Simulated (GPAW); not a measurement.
# Ni (Fm-3m) in GPAW: further runs, part 3 of 3

GPAW 26.7.0. Earlier steps stand in the parts before.

**4. Single point, LDA, collinear spin, ferromagnetic start**

Input file run.py:

```python
from ase.dft.bandgap import bandgap
from ase.io import read, write
from ase.units import GPa
from gpaw import GPAW, PW

atoms = read('Ni.xyz')
atoms.set_initial_magnetic_moments([2.0])

calc = GPAW(mode=PW(450),
            xc='LDA',
            kpts={'size': (11, 11, 11), 'gamma': True},
            occupations={'name': 'fermi-dirac', 'width': 0.05},
            nbands=17,
            maxiter=120,
            txt='gpaw.txt')
atoms.calc = calc
energy = atoms.get_potential_energy()
forces = atoms.get_forces()
stress = atoms.get_stress()
calc.write('gs.gpw')
write('result.traj', atoms)
print(f'Energy: {energy:.6f} eV')
print('Forces (eV/A):')
print(forces.round(4))
print('Stress (GPa):', (stress / GPa).round(3))
print('Moments:', calc.get_magnetic_moments().round(3))
print('Fermi level:', round(calc.get_fermi_level(), 4), 'eV')
print(f'Gap: {bandgap(calc)[0]:.4f} eV, direct: {bandgap(calc, direct=True)[0]:.4f} eV')
```

Input file Ni.xyz:

```xyz
1
Lattice="0.0000000000 1.7375729330 1.7375729330 1.7375729330 0.0000000000 1.7375729330 1.7375729330 1.7375729330 0.0000000000" Properties=species:S:1:pos:R:3 pbc="T T T"
Ni     0.0000000000      0.0000000000      0.0000000000
```

Potentials or basis: the program's PAW data sets (release 1.2.1) made for this functional, pw.

On the command line:

```
OMP_NUM_THREADS=1 python run.py
```

gpaw.txt:

```text
__  _  _
 | _ |_)|_||  |
 |__||  | ||/\| - 26.7.0

Input parameters:
  mode=PW(ecut=450.00000000000006),
  kpts=MonkhorstPack(size=(11, 11, 11), gamma=True),
  maxiter=120,
  nbands=17,
  occupations=Occupations(name='fermi-dirac', width=0.05),
  xc=XC(name='LDA')

Diagonalizing LCAO Hamiltonian
Converting LCAO to pw mode

       Ni

Atoms  # Å, Bohr magnetons
|   | symbol |        x |        y |        z |    initial magnetic moments |
|---|--------|----------|----------|----------|-----------------------------|
| 0 |     Ni | 0.000000 | 0.000000 | 0.000000 | ( 0.0000,  0.0000,  2.0000) |

Unit cell  # Å
| periodic |        x |        y |        z |  lengths |    angles |
|----------|----------|----------|----------|----------|-----------|
|      yes | 0.000000 | 1.737573 | 1.737573 | 2.457299 | 60.000000 |
|      yes | 1.737573 | 0.000000 | 1.737573 | 2.457299 | 60.000000 |
|      yes | 1.737573 | 1.737573 | 0.000000 | 2.457299 | 60.000000 |

Number of symmetries: 48
Symmetry operations  # r_c * U_cc + t_c -> r_c
|    | kind |            matrix            |
|----|------|------------------------------|
|  0 |  σ   |  1, 0, 0,  1, 0,-1,  1,-1, 0 |
|  1 |  C2  |  1, 0, 0,  1,-1, 0,  1, 0,-1 |
|  2 |  E   |  1, 0, 0,  0, 1, 0,  0, 0, 1 |
|  3 |  σ   |  1, 0, 0,  0, 0, 1,  0, 1, 0 |
|  4 |  C4  |  1, 0,-1,  1, 0, 0,  1,-1, 0 |
|  5 |  S6  |  1, 0,-1,  1,-1, 0,  1, 0, 0 |
|  6 |  σ   |  1, 0,-1,  0, 1,-1,  0, 0,-1 |
|  7 |  C3  |  1, 0,-1,  0, 0,-1,  0, 1,-1 |
|  8 |  S6  |  1,-1, 0,  1, 0, 0,  1, 0,-1 |
|  9 |  C4  |  1,-1, 0,  1, 0,-1,  1, 0, 0 |
| 10 |  C3  |  1,-1, 0,  0,-1, 1,  0,-1, 0 |
| 11 |  σ   |  1,-1, 0,  0,-1, 0,  0,-1, 1 |
| 12 |  σ   |  0, 1, 0,  1, 0, 0,  0, 0, 1 |
| 13 |  C4  |  0, 1, 0,  0, 1,-1, -1, 1, 0 |
| 14 |  C3  |  0, 1, 0,  0, 0, 1,  1, 0, 0 |
| 15 |  S6  |  0, 1, 0, -1, 1, 0,  0, 1,-1 |
| 16 |  C2  |  0, 1,-1,  1, 0,-1,  0, 0,-1 |
| 17 |  σ   |  0, 1,-1,  0, 1, 0, -1, 1, 0 |
| 18 |  S4  |  0, 1,-1,  0, 0,-1,  1, 0,-1 |
| 19 |  C4  |  0, 1,-1, -1, 1, 0,  0, 1, 0 |
| 20 |  C3  |  0, 0, 1,  1, 0, 0,  0, 1, 0 |
| 21 |  σ   |  0, 0, 1,  0, 1, 0,  1, 0, 0 |
| 22 |  S6  |  0, 0, 1,  0,-1, 1, -1, 0, 1 |
| 23 |  C4  |  0, 0, 1, -1, 0, 1,  0,-1, 1 |
| 24 |  S4  |  0, 0,-1,  1, 0,-1,  0, 1,-1 |
| 25 |  C3  |  0, 0,-1,  0, 1,-1,  1, 0,-1 |
| 26 |  C2  |  0, 0,-1,  0,-1, 0, -1, 0, 0 |
| 27 |  S6  |  0, 0,-1, -1, 0, 0,  0,-1, 0 |
| 28 |  S4  |  0,-1, 1,  1,-1, 0,  0,-1, 0 |
| 29 |  C4  |  0,-1, 1,  0, 0, 1, -1, 0, 1 |
| 30 |  C2  |  0,-1, 1,  0,-1, 0,  1,-1, 0 |
| 31 |  σ   |  0,-1, 1, -1, 0, 1,  0, 0, 1 |
| 32 |  C3  |  0,-1, 0,  1,-1, 0,  0,-1, 1 |
| 33 |  S6  |  0,-1, 0,  0, 0,-1, -1, 0, 0 |
| 34 |  S4  |  0,-1, 0,  0,-1, 1,  1,-1, 0 |
| 35 |  C2  |  0,-1, 0, -1, 0, 0,  0, 0,-1 |
| 36 |  C2  | -1, 1, 0,  0, 1, 0,  0, 1,-1 |
| 37 |  S6  | -1, 1, 0,  0, 1,-1,  0, 1, 0 |
| 38 |  S4  | -1, 1, 0, -1, 0, 1, -1, 0, 0 |
| 39 |  C3  | -1, 1, 0, -1, 0, 0, -1, 0, 1 |
| 40 |  S6  | -1, 0, 1,  0, 0, 1,  0,-1, 1 |
| 41 |  C2  | -1, 0, 1,  0,-1, 1,  0, 0, 1 |
| 42 |  C3  | -1, 0, 1, -1, 1, 0, -1, 0, 0 |
| 43 |  S4  | -1, 0, 1, -1, 0, 0, -1, 1, 0 |
| 44 |  C2  | -1, 0, 0,  0, 0,-1,  0,-1, 0 |
| 45 |  i   | -1, 0, 0,  0,-1, 0,  0, 0,-1 |
| 46 |  σ   | -1, 0, 0, -1, 1, 0, -1, 0, 1 |
| 47 |  C2  | -1, 0, 0, -1, 0, 1, -1, 1, 0 |

BZ-sampling:
  Number of BZ points: 1331
  Number of IBZ points: 56

  Monkhorst-Pack size: [11, 11, 11]
  Monkhorst-Pack shift: [0, 0, 0]

K-points  # in reciprocal-cell coordinates
|     |                                coordinates |     weight |
|-----|--------------------------------------------|------------|
|   0 | (  0.00000000,   0.00000000,   0.00000000) | 0.00075131 |
|   1 | (  0.09090909,   0.09090909,   0.00000000) | 0.00450789 |
|   2 | (  0.09090909,   0.09090909,   0.09090909) | 0.00601052 |
|   3 | (  0.18181818,   0.09090909,   0.09090909) | 0.00901578 |
|   4 | (  0.18181818,   0.18181818,   0.00000000) | 0.00450789 |
|   5 | (  0.18181818,   0.18181818,   0.09090909) | 0.01803156 |
|   6 | (  0.18181818,   0.18181818,   0.18181818) | 0.00601052 |
|   7 | (  0.27272727,   0.18181818,   0.09090909) | 0.01803156 |
|   8 | (  0.27272727,   0.18181818,   0.18181818) | 0.01803156 |
|   9 | (  0.27272727,   0.27272727,   0.00000000) | 0.00450789 |
| ... |                                            |            |
|  55 | (  0.45454545,   0.45454545,   0.45454545) | 0.00601052 |

Plane wave coefficients: 259
Cutoff: 450.00000000000006 eV

Spin-components: 2 (collinear spins)
Bands:           17
Projectors:      6
Spin-degeneracy: 1
Datatype:        complex128

Parallelization:
  kpt:    1
  domain: 1
  band:   1

Density:
  Valence electrons: 16.0
  Components: 2
  Grid points: [14 14 14]
  Charge: 0.0  # |e|

Potential:
  Grid points: [14 14 14]

species:
  Ni:
    name:    Nickel
    Z:       28.0
    valence: 16
    core:    12
    charge:  0.0  # [|e|]
    compensation charges:
      type: gauss
      rc: 0.36  # [Å]
      lmax: 2
    cutoffs:
      filter: 2.14  # [Å]
      core: 1.98  # [Å]
    projectors
    | kind |    occ | energy [eV] | rcut [Å] |
    |------|--------|-------------|----------|
    |   4s |  2.000 |      -5.858 |    1.164 |
    |   3p |  6.000 |     -71.266 |    1.207 |
    |   4p |  0.000 |      -1.338 |    1.207 |
    |   3d |  8.000 |      -9.141 |    1.138 |
    |    s |        |      21.353 |    1.164 |
    |    d |        |      18.071 |    1.138 |

    Using partial waves for Ni as LCAO basis

Reference energy: -41300.595870  # eV

eigensolver:
  PPCG
  Converge bands: occupied
  niter=2

density mixing:
  MSR1-Mixer
  Pratt-step length: 0.05
  Maximum mixing coefficient: 0.75
  Old densities: 10
  SVD Regularization: 0.005
  Good broyden scale: 1.0
  Trust region scale: 1.0
  Backstep threshold: 4.0
  History deletion threshold: 6.0
  Fourier metric: weight=20.0, sigma=0.015

occupation numbers:
  Fermi-Dirac:
    width: 0.0500  # eV

poisson solver:
  ecut: 3600.0000000000005  # eV

xc functional:
  name: None

convergence criteria:
- Maximum [total energy] change in last 3 cyles: 0.0005 eV / valence electron
- Maximum integral of absolute [dens]ity change: 0.0001 electrons / valence electron
- Maximum integral of absolute [eigenst]ate change: 4e-08 eV^2 / valence electron
maximum number of iterations: 120

SCF iterations
|iter     | |      energy | eigst |  dens |  magmom |
|---------|-|-------------|-------|-------|---------|
|iter:   1| |   -8.058980 | -0.13 |       |  +2.0015|
|iter:   2| |   -8.085300 | -3.45 | -1.11 |  +1.9483|
|iter:   3| |   -8.353225 | -2.92 | -1.13 |  +1.1267|
|iter:   4| |   -8.413522 | -3.64 | -1.57 |  +0.6083|
|iter:   5| |   -8.410961 | -4.23 | -1.95 |  +0.5426|
|iter:   6| |   -8.412032c| -4.92 | -2.23 |  +0.5404|
|iter:   7| |   -8.412123c| -5.19 | -2.48 |  +0.5728|
|iter:   8| |   -8.412134c| -7.27 | -3.44 |  +0.5693|
|iter:   9| |   -8.412130c| -8.37c| -3.85 |  +0.5721|
|iter:  10| |   -8.412132c| -8.63c| -4.15c|  +0.5713|

Converged in 10 steps
Energy contributions relative to reference atoms: (reference = -41300.595870)

Energy contributions:
  Kinetic:           5.246504
  Coulomb:          -3.339631
  Zero:              0.062494
  External:          0.000000
  Xc:              -10.374956
  Entropy:          -0.013087
  Spinorbit:         0.000000
  ----------------------------
  Free energy:      -8.418675
  Extrapolated:     -8.412132

dipole moment: (-7.168328, -7.168328, -7.168328)  # |e|*Ang

Total magnetic moment: (0.000000, 0.000000, 0.571333)

Local magnetic moments
|        x |        y |        z |
|----------|----------|----------|
| 0.000000 | 0.000000 | 0.598606 |  # Ni   0

Fermi level: 8.573
Eigenvalues  # (at kpt = [0.000, 0.000, 0.000])
| band index |      eig [eV] | occ [0-1] |      eig [eV] | occ [0-1] |
|------------|---------------|-----------|---------------|-----------|
|          0 |       -54.961 |     1.000 |       -54.248 |     1.000 |
|          1 |       -54.961 |     1.000 |       -54.248 |     1.000 |
|          2 |       -54.961 |     1.000 |       -54.248 |     1.000 |
|          3 |        -0.868 |     1.000 |        -0.845 |     1.000 |
|          4 |         6.064 |     1.000 |         6.680 |     1.000 |
|          5 |         6.064 |     1.000 |         6.680 |     1.000 |
|          6 |         6.064 |     1.000 |         6.680 |     1.000 |
|          7 |         7.305 |     1.000 |         7.878 |     1.000 |
|          8 |         7.305 |     1.000 |         7.878 |     1.000 |
|          9 |        32.582 |     0.000 |        32.523 |     0.000 |
|         10 |        36.392 |     0.000 |        36.420 |     0.000 |
|         11 |        36.392 |     0.000 |        36.420 |     0.000 |
|         12 |        36.392 |     0.000 |        36.420 |     0.000 |
|         13 |        39.146 |     0.000 |        39.320 |     0.000 |
|         14 |        39.146 |     0.000 |        39.320 |     0.000 |
|         15 |        39.146 |     0.000 |        39.320 |     0.000 |
|         16 |        42.684 |     0.000 |        42.622 |     0.000 |

No gap
No difference between direct/indirect transitions

Forces  # eV/Ang
|       x |        y |       z |
|---------|----------|---------|
| 0.00000 | -0.00000 | 0.00000 |  # Ni   0

Stress tensor  # eV/Ang^3
|         x |         y |         z |
|-----------|-----------|-----------|
|  0.062546 |  0.000000 | -0.000000 |
|  0.000000 |  0.062546 | -0.000000 |
| -0.000000 | -0.000000 |  0.062546 |

# Writing to gs.gpw (mode='')
```

Wall time 15 s (1 thread of Arm Neoverse V1, shared host); peak memory 0.16 GiB.

Results:

- Free energy: -8.4187 eV
- Pressure: -10.0 GPa
- Band gap on the k mesh: none (metal or under the smearing width)
- Net moment: 0.57 μB per cell
- Site moments: Ni +0.60 μB

Levels at points of the mesh, in eV from the Fermi level:
Spin up:
| k point | band 6 | band 7 | band 8 | band 9 | band 10 | band 11 |
| --- | --- | --- | --- | --- | --- | --- |
| (0.00, 0.00, 0.00) | -2.51 | -2.51 | -1.27 | -1.27 | 24.01 | 27.82 |
Spin down:
| k point | band 6 | band 7 | band 8 | band 9 | band 10 | band 11 |
| --- | --- | --- | --- | --- | --- | --- |
| (0.00, 0.00, 0.00) | -1.89 | -1.89 | -0.70 | -0.70 | 23.95 | 27.85 |

Caveat: the cutoff is short for stress and forces, so pressures can be off by a GPa or more; the stock nickel data set gives pressures a few GPa off other programs.

**5. Single point, r2SCAN, collinear spin, ferromagnetic start**

Changes to run.py since step 4:

```diff
@@ -1 +1,3 @@
+import spglib
+from ase import Atoms
 from ase.dft.bandgap import bandgap
@@ -5,7 +7,10 @@
 
-atoms = read('Ni.xyz')
+atoms = read('Ni.cif')
+cell, positions, numbers = spglib.find_primitive(
+    (atoms.cell[:], atoms.get_scaled_positions(), atoms.numbers), symprec=1e-4)
+atoms = Atoms(numbers, cell=cell, scaled_positions=positions, pbc=True)
 atoms.set_initial_magnetic_moments([2.0])
 
-calc = GPAW(mode=PW(450),
-            xc='LDA',
+calc = GPAW(mode=PW(500),
+            xc='MGGA_X_R2SCAN+MGGA_C_R2SCAN',
             kpts={'size': (11, 11, 11), 'gamma': True},
```

Ni.cif is that of step 2.

Potentials or basis: GPAW PAW data sets (gpaw-data 1.2.1), pw.

On the command line:

```
OMP_NUM_THREADS=1 python run.py
```

It took 54 s on 1 thread of Arm Neoverse V1, shared host; peak memory 0.21 GiB.

It converged, with:

```
Free energy            : -12.8051 eV
Pressure               : 4.4 GPa
Band gap on the k mesh : none (metal or under the smearing width)
Net moment             : 0.77 μB per cell
Site moments           : Ni +0.84 μB
```

Levels at points of the mesh, in eV from the Fermi level:
Spin up:
```tsv
k point	band 4	band 5	band 6	band 7	band 8	band 9	band 10	band 11	band 12	band 13
(0.00, 0.00, 0.00)	-9.93	-3.21	-3.21	-3.21	-1.82	-1.82	25.00	28.99	28.99	28.99
```
Spin down:
| k point | band 6 | band 7 | band 8 | band 9 | band 10 | band 11 |
| --- | --- | --- | --- | --- | --- | --- |
| (0.00, 0.00, 0.00) | -1.77 | -1.77 | -0.98 | -0.98 | 24.36 | 29.07 |

Caveat: the cutoff is short for stress and forces, so pressures can be off by a GPa or more; the stock nickel data set gives pressures a few GPa off other programs; the PAW data sets were made with another functional, which shifts forces and pressure a little.

**6. The runs side by side**

| level | potentials or basis | cutoff (eV) | gap on the mesh (eV) | pressure (GPa) | moment (μB) |
| --- | --- | --- | --- | --- | --- |
| LDA | the program's PAW data sets (release 1.2.1) made for this functional, pw | 500 | none | -9.1 | 0.57 |
| LDA | the program's PAW data sets (release 1.2.1) made for this functional, pw | 450 | none | -10.0 | 0.57 |
| r2SCAN | GPAW PAW data sets (gpaw-data 1.2.1), pw | 500 | none | 4.4 | 0.77 |

Alike in all rows: task single point; spin collinear, ferromagnetic start; cell as given; k mesh 11 × 11 × 11; smearing fermi-dirac 0.05 eV.

Caveats: the cutoff is short for stress and forces, so pressures can be off by a GPa or more; the stock nickel data set gives pressures a few GPa off other programs; the PAW data sets were made with another functional, which shifts forces and pressure a little (some runs).

Total energies depend on the potentials used, so only differences within one code and one set of settings carry meaning.
